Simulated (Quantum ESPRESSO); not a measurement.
# ZnO (zincite) (P6_3mc) in Quantum ESPRESSO: reference runs

Aim: a first look at ZnO (zincite) with PBEsol, on the cell as given.

Program: Quantum ESPRESSO 7.5. These are calculated values, not measurements. Logs are shortened: lines on timing, memory, paths and dates and some standing lists are left out, and cuts for length are marked.

**The experiment to reproduce.**

“Electronic structure of alkaline earth and post-transition metal oxides”, 2009, arxiv:0908.1581 quotes, for a bulk crystal of ZnO: band gap 3.37 eV.

How close the calculation comes is told below.

### Step 1. Starting point

The structure is hexagonal, space group P6_3mc (No. 186). Conventional cell: a = 3.249 Å, b = 3.249 Å, c = 5.206 Å, α = 90.00°, β = 90.00°, γ = 120.00°. Zn (site symmetry 3m) has 4 O at 1.97 to 1.98 Å as nearest neighbours. Around O (site symmetry 3m) lie 4 Zn at 1.97 to 1.98 Å.

### Step 2. Single point, PBEsol

pw.in reads:

```
&CONTROL
  calculation = 'scf'
  prefix = 'pwscf'
  outdir = './tmp'
  pseudo_dir = './pseudo'
  tprnfor = .true.
  tstress = .true.
  disk_io = 'low'
/
&SYSTEM
  ibrav = 0
  celldm(1) = 8
  nat = 4
  ntyp = 2
  ecutwfc = 56
  ecutrho = 448
  nbnd = 36
  occupations = 'smearing'
  smearing = 'fd'
  degauss = 0.00367493
/
&ELECTRONS
  conv_thr = 8d-10
  electron_maxstep = 120
  mixing_beta = 0.5
/
ATOMIC_SPECIES
Zn    65.3800 zn_pbesol_v1.uspp.F.UPF
O     15.9990 o_pbesol_v1.2.uspp.F.UPF
CELL_PARAMETERS alat
  0.7675377768194   0.0000000000000   0.0000000000000
 -0.3837688884097   0.6647072130851   0.0000000000000
  0.0000000000000   0.0000000000000   1.2296705368124
ATOMIC_POSITIONS crystal
Zn     0.6666666667    0.3333333333    0.0000000000
Zn     0.3333333333    0.6666666667    0.5000000000
O      0.3333333333    0.6666666667    0.8790100000
O      0.6666666667    0.3333333333    0.3790100000
K_POINTS automatic
9 9 5 0 0 0
```

pp_density.in reads:

```
&INPUTPP
  prefix = 'pwscf'
  outdir = './tmp'
  filplot = 'density.dat'
  plot_num = 0
/
&PLOT
  nfile = 1
  filepp(1) = 'density.dat'
  iflag = 3
  output_format = 6
  fileout = 'density.cube'
/
```

pp_potential.in reads:

```
&INPUTPP
  prefix = 'pwscf'
  outdir = './tmp'
  filplot = 'potential.dat'
  plot_num = 11
/
&PLOT
  nfile = 1
  filepp(1) = 'potential.dat'
  iflag = 3
  output_format = 6
  fileout = 'potential.cube'
/
```

Potentials or basis: GBRV 1.5 PBEsol.

The run is started by

```bash
$ OMP_NUM_THREADS=1 mpirun -n 2 pw.x -nk 2 -in pw.in > pw.out
$ OMP_NUM_THREADS=1 mpirun -n 1 pp.x -in pp_density.in > pp_density.out
$ OMP_NUM_THREADS=1 mpirun -n 1 pp.x -in pp_potential.in > pp_potential.out
```

pw.out:

```text
This program is part of the open-source Quantum ESPRESSO suite
     for quantum simulation of materials; please cite
[... 13 lines left out ...]
     --------------------
     sticks:   dense  smooth     PW     G-vecs:    dense   smooth      PW
     Sum        1159     583    169                51385    18257    2965

     Using Slab Decomposition

     bravais-lattice index     =            0
     lattice parameter (alat)  =       8.0000  a.u.
     unit-cell volume          =     321.2099 (a.u.)^3
     number of atoms/cell      =            4
     number of atomic types    =            2
     number of electrons       =        52.00
     number of Kohn-Sham states=           36
     kinetic-energy cutoff     =      56.0000  Ry
     charge density cutoff     =     448.0000  Ry
     scf convergence threshold =      8.0E-10
     mixing beta               =       0.5000
     number of iterations used =            8  plain     mixing
     Exchange-correlation= SLA  PW   PSX  PSC
                           (   1   4  10   8   0   0   0)

     celldm(1)=   8.000000  celldm(2)=   0.000000  celldm(3)=   0.000000
     celldm(4)=   0.000000  celldm(5)=   0.000000  celldm(6)=   0.000000

     crystal axes: (cart. coord. in units of alat)
               a(1) = (   0.767538   0.000000   0.000000 )
               a(2) = (  -0.383769   0.664707   0.000000 )
               a(3) = (   0.000000   0.000000   1.229671 )

     reciprocal axes: (cart. coord. in units 2 pi/alat)
               b(1) = (  1.302867  0.752211 -0.000000 )
               b(2) = (  0.000000  1.504422  0.000000 )
               b(3) = (  0.000000 -0.000000  0.813226 )

     PseudoPot. # 1 for Zn read from file:
     zn_pbesol_v1.uspp.F.UPF
     Pseudo is Ultrasoft, Zval = 20.0
     Generated by new atomic code, or converted to UPF format
     Using radial grid of  943 points,  6 beta functions with:
                l(1) =   0
                l(2) =   0
                l(3) =   1
                l(4) =   1
                l(5) =   2
                l(6) =   2
     Q(r) pseudized with  8 coefficients,  rinner =    1.100   1.100   1.100
                                                       1.100   1.100

     PseudoPot. # 2 for O  read from file:
     o_pbesol_v1.2.uspp.F.UPF
     Pseudo is Ultrasoft + core correction, Zval =  6.0
     Generated by new atomic code, or converted to UPF format
     Using radial grid of  737 points,  5 beta functions with:
                l(1) =   0
                l(2) =   0
                l(3) =   1
                l(4) =   1
                l(5) =   2
     Q(r) pseudized with  8 coefficients,  rinner =    0.900   0.900   0.900
                                                       0.900   0.900

     atomic species   valence    mass     pseudopotential
     Zn               20.00    65.38000     Zn( 1.00)
     O                 6.00    15.99900     O ( 1.00)

     12 Sym. Ops. (no inversion) found ( 6 have fractional translation)

   Cartesian axes

     site n.     atom                  positions (alat units)
         1        Zn     tau(   1) = (   0.3837689   0.2215691   0.0000000  )
         2        Zn     tau(   2) = (  -0.0000000   0.4431381   0.6148353  )
         3        O      tau(   3) = (  -0.0000000   0.4431381   1.0808927  )
         4        O      tau(   4) = (   0.3837689   0.2215691   0.4660574  )

     number of k points=    36  Fermi-Dirac smearing, width (Ry)=  0.0037
                       cart. coord. in units 2pi/alat
        k(    1) = (   0.0000000   0.0000000   0.0000000), wk =   0.0049383
        k(    2) = (   0.0000000   0.0000000   0.1626452), wk =   0.0098765
        k(    3) = (   0.0000000   0.0000000   0.3252904), wk =   0.0098765
        k(    4) = (   0.0000000   0.1671580   0.0000000), wk =   0.0296296
        k(    5) = (   0.0000000   0.1671580   0.1626452), wk =   0.0592593
        k(    6) = (   0.0000000   0.1671580   0.3252904), wk =   0.0592593
[... 28 lines left out ...]
        k(   35) = (   0.4342892   0.7522109   0.1626452), wk =   0.0197531
        k(   36) = (   0.4342892   0.7522109   0.3252904), wk =   0.0197531

     Dense  grid:    51385 G-vectors     FFT dimensions: (  45,  45,  72)

     Smooth grid:    18257 G-vectors     FFT dimensions: (  30,  30,  48)

     Initial potential from superposition of free atoms

     starting charge      51.9997, renormalised to      52.0000
     Starting wfcs are   34 randomized atomic wfcs +    2 random wfcs

     Self-consistent Calculation

     iteration #  1     ecut=    56.00 Ry     beta= 0.50
     Davidson diagonalization with overlap
     ethr =  1.00E-02,  avg # of iterations =  4.2

     total energy              =    -986.79150324 Ry
     estimated scf accuracy    <       0.78766778 Ry

     iteration #  2     ecut=    56.00 Ry     beta= 0.50
     Davidson diagonalization with overlap
     ethr =  1.51E-03,  avg # of iterations =  2.0

     total energy              =    -987.01295919 Ry
     estimated scf accuracy    <       0.35427752 Ry

     iteration #  3     ecut=    56.00 Ry     beta= 0.50
     Davidson diagonalization with overlap
     ethr =  6.81E-04,  avg # of iterations =  2.0

     total energy              =    -987.07679661 Ry
     estimated scf accuracy    <       0.00664804 Ry

     iteration #  4     ecut=    56.00 Ry     beta= 0.50
     Davidson diagonalization with overlap
     ethr =  1.28E-05,  avg # of iterations =  2.8

     total energy              =    -987.07731631 Ry
     estimated scf accuracy    <       0.00130314 Ry

     iteration #  5     ecut=    56.00 Ry     beta= 0.50
     Davidson diagonalization with overlap
     ethr =  2.51E-06,  avg # of iterations =  2.4

     total energy              =    -987.07745589 Ry
     estimated scf accuracy    <       0.00001860 Ry

     iteration #  6     ecut=    56.00 Ry     beta= 0.50
     Davidson diagonalization with overlap
     ethr =  3.58E-08,  avg # of iterations =  2.0

     total energy              =    -987.07745940 Ry
     estimated scf accuracy    <       0.00000328 Ry

     iteration #  7     ecut=    56.00 Ry     beta= 0.50
     Davidson diagonalization with overlap
     ethr =  6.30E-09,  avg # of iterations =  1.2

     total energy              =    -987.07745964 Ry
     estimated scf accuracy    <       0.00000002 Ry

     iteration #  8     ecut=    56.00 Ry     beta= 0.50
     Davidson diagonalization with overlap
     ethr =  4.36E-11,  avg # of iterations =  2.0

     End of self-consistent calculation

          k = 0.0000 0.0000 0.0000 (  2297 PWs)   bands (ev):

  -114.4394-114.4392 -68.7993 -68.7959 -68.7949 -68.7949 -68.7942 -68.7942
    -9.3350  -8.5724   2.9308   2.9308   2.9667   2.9704   3.1278   3.1278
     4.1122   4.1122   4.3291   4.3291   4.5967   7.8343   7.8343   8.5801
     8.6539   8.6539   9.3743  13.7890  16.8082  21.4158  21.4158  22.6644
    22.6932  22.6932  24.9660  26.6667

          k = 0.0000 0.0000 0.1626 (  2285 PWs)   bands (ev):

  -114.4394-114.4392 -68.7990 -68.7962 -68.7948 -68.7948 -68.7943 -68.7943
    -9.2660  -8.6492   2.8178   2.8945   2.9407   2.9407   3.0991   3.0991
     4.1407   4.1407   4.3173   4.3173   5.0284   7.8510   7.9141   7.9141
     8.5775   8.5775  10.2292  13.4612  17.1044  21.3926  21.4226  21.4226
    22.4153  22.4153  25.4235  27.0887

          k = 0.0000 0.0000 0.3253 (  2298 PWs)   bands (ev):

  -114.4393-114.4393 -68.7981 -68.7971 -68.7946 -68.7946 -68.7944 -68.7944
    -9.0817  -8.8462   2.6874   2.7459   2.9750   2.9750   3.0349   3.0349
     4.2079   4.2079   4.2760   4.2760   5.9191   6.8943   8.1217   8.1217
     8.3753   8.3753  11.4501  12.6041  17.9884  19.4720  21.5460  21.5460
    21.9055  21.9055  26.1803  27.1546

          k = 0.0000 0.1672 0.0000 (  2281 PWs)   bands (ev):

  -114.4394-114.4392 -68.7992 -68.7960 -68.7951 -68.7949 -68.7945 -68.7943
    -9.2653  -8.5421   2.8500   2.9691   3.0113   3.0563   3.1364   3.1829
     4.0835   4.1088   4.3355   4.3793   4.5828   7.3873   7.6687   7.9446
     8.4962   8.5664  10.2473  14.2951  16.7978  20.2141  21.5337  21.8225
    22.8418  22.8439  24.3810  25.9628

          k = 0.0000 0.1672 0.1626 (  2278 PWs)   bands (ev):

  -114.4394-114.4392 -68.7989 -68.7963 -68.7950 -68.7949 -68.7945 -68.7943
    -9.1993  -8.6143   2.7979   2.8542   2.9808   3.0027   3.1267   3.1525
     4.1191   4.1370   4.3212   4.3402   5.0549   7.4430   7.6152   7.7567
     8.3914   8.4829  10.7595  13.9143  17.1041  20.2719  21.3598  21.5410
    21.7241  22.5307  25.2754  26.5763

          k = 0.0000 0.1672 0.3253 (  2285 PWs)   bands (ev):

  -114.4393-114.4393 -68.7981 -68.7971 -68.7948 -68.7947 -68.7947 -68.7945
    -9.0235  -8.8001   2.6667   2.6937   3.0147   3.0194   3.0678   3.0842
     4.2005   4.2046   4.2755   4.2833   5.9415   6.8240   7.7570   7.9847
     8.0975   8.2622  11.8320  12.9857  17.9703  19.3639  20.7596  21.1959
    21.6594  22.0087  26.2821  27.1472
[... 211 lines left out ...]
  -114.4392-114.4392 -68.7980 -68.7978 -68.7961 -68.7959 -68.7956 -68.7954
    -8.4939  -8.4417   2.7367   2.7786   3.1660   3.2914   3.5714   3.5783
     4.1835   4.2217   4.4853   4.5746   4.9296   5.1122   6.0101   6.5448
     7.1801   7.4923  15.1759  15.6169  16.9719  17.2933  17.9994  18.5012
    22.5926  23.5840  24.6906  25.6228

          k = 0.4343 0.7522 0.0000 (  2283 PWs)   bands (ev):

  -114.4392-114.4392 -68.7974 -68.7974 -68.7965 -68.7962 -68.7962 -68.7955
    -8.4507  -8.4507   2.8796   3.2676   3.2676   3.6372   3.9022   3.9022
     4.0346   4.1772   4.2033   4.2033   4.8613   5.1193   5.1193   6.7172
     6.7172   6.9253  16.2007  16.2855  16.2855  16.6705  19.3854  19.3854
    21.5878  22.3270  22.3270  29.7153

          k = 0.4343 0.7522 0.1626 (  2265 PWs)   bands (ev):

  -114.4392-114.4392 -68.7976 -68.7976 -68.7964 -68.7960 -68.7960 -68.7956
    -8.4467  -8.4467   2.9196   3.1244   3.1244   3.4876   3.7645   3.7645
     4.0602   4.1663   4.4120   4.4120   5.0562   5.0562   5.1036   6.7316
     6.9655   6.9655  16.2875  16.3414  16.3414  16.6527  18.6134  18.6134
    22.0096  23.1753  23.1753  27.7710

          k = 0.4343 0.7522 0.3253 (  2262 PWs)   bands (ev):

  -114.4392-114.4392 -68.7979 -68.7979 -68.7961 -68.7958 -68.7957 -68.7957
    -8.4402  -8.4402   2.9089   2.9089   3.0404   3.2396   3.6909   3.6909
     4.0989   4.1372   4.6143   4.6143   4.9533   4.9533   5.6387   6.2414
     7.3499   7.3499  16.4574  16.5276  16.5276  16.5881  17.5913  17.5913
    23.2673  24.3572  24.3572  25.2708

     the Fermi energy is     9.0540 ev

!    total energy              =    -987.07745965 Ry
     estimated scf accuracy    <          6.6E-10 Ry
     smearing contrib. (-TS)   =      -0.00000053 Ry
     internal energy E=F+TS    =    -987.07745912 Ry

     The total energy is F=E-TS. E is the sum of the following terms:
     one-electron contribution =    -805.60588086 Ry
     hartree contribution      =     424.01721557 Ry
     xc contribution           =     -98.06265912 Ry
     ewald contribution        =    -507.42613471 Ry

     convergence has been achieved in   8 iterations

     Forces acting on atoms (cartesian axes, Ry/au):

     atom    1 type  1   force =     0.00000000    0.00000000   -0.00251053
     atom    2 type  1   force =     0.00000000   -0.00000000   -0.00251053
     atom    3 type  2   force =     0.00000000    0.00000000    0.00251053
     atom    4 type  2   force =     0.00000000    0.00000000    0.00251053

     Total force =     0.005021     Total SCF correction =     0.000004

     Computing stress (Cartesian axis) and pressure

          total   stress  (Ry/bohr**3)                   (kbar)     P=       -9.30
  -0.00010099  -0.00000000   0.00000000          -14.86       -0.00        0.00
  -0.00000000  -0.00010099   0.00000000           -0.00      -14.86        0.00
   0.00000000   0.00000000   0.00001230            0.00        0.00        1.81

=------------------------------------------------------------------------------=
   JOB DONE.
=------------------------------------------------------------------------------=
```

Run time: 25 s. Hardware: 2 MPI ranks of Arm Neoverse V2, shared host; peak memory 0.34 GiB.

What came out:

```yaml
Free_energy: -13429.8730 eV
Pressure: -0.9 GPa
Largest_force: 0.065 eV/Å
Band_gap_on_the_k_mesh: 0.72 eV, direct
```

Forces in eV/Å, atoms in the order of the input:
```
Zn   0.000  0.000 -0.065
Zn   0.000  0.000 -0.065
O    0.000  0.000  0.065
O    0.000  0.000  0.065
```

Levels at points of the mesh, in eV from the valence-band top:
| k point | band 24 | band 25 | band 26 | band 27 | band 28 | band 29 |
| --- | --- | --- | --- | --- | --- | --- |
| (0.00, 0.00, 0.00) | -0.07 | 0.00 | 0.00 | 0.72 | 5.14 | 8.15 |

### Step 3. Against experiment

Step 2. Against the measured gap of ZnO, 3.37 eV (quoted in “Electronic structure of alkaline earth and post-transition metal oxides”, 2009, arxiv:0908.1581), the calculated 0.72 eV is off by -2.65 eV. So large a miss can be the level of theory's own, or it may mean another phase, state or a wrong row. The value is that of PBEsol, without temperature or zero-point motion. Semilocal functionals fall short of measured gaps as a rule.
